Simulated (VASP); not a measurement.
Crystal: BaS.

```
CELL_PARAMETERS angstrom
0.00000 3.19375 3.19375
3.19375 0.00000 3.19375
3.19375 3.19375 0.00000
ATOMIC_POSITIONS crystal
Ba 0.00000 0.00000 0.00000
S 0.50000 0.50000 0.50000
```

Program: VASP 6.6.1. Alike in all runs: potentials or basis VASP PAW PBE potentials, release 64 (Ba_sv, S); cell as given; cutoff (eV) 520. Hardware: 1 thread of Intel(R) Xeon(R) 6975P-C (Granite Rapids), with other jobs on the host.

**Question.** Order these runs on this cell by their wall time, lowest first.
A. task single point; level PBE; spin off; k mesh 7 × 7 × 7; smearing gaussian 0.012 eV
B. task band structure; level SCAN; spin SOC, no magnetisation; k mesh 5 × 5 × 5; smearing fermi-dirac 0.05 eV
C. task band structure; level SCAN; spin off; k mesh 7 × 7 × 7; smearing fermi-dirac 0.05 eV

**Answer.** A (13 s), C (130 s), B (610 s).
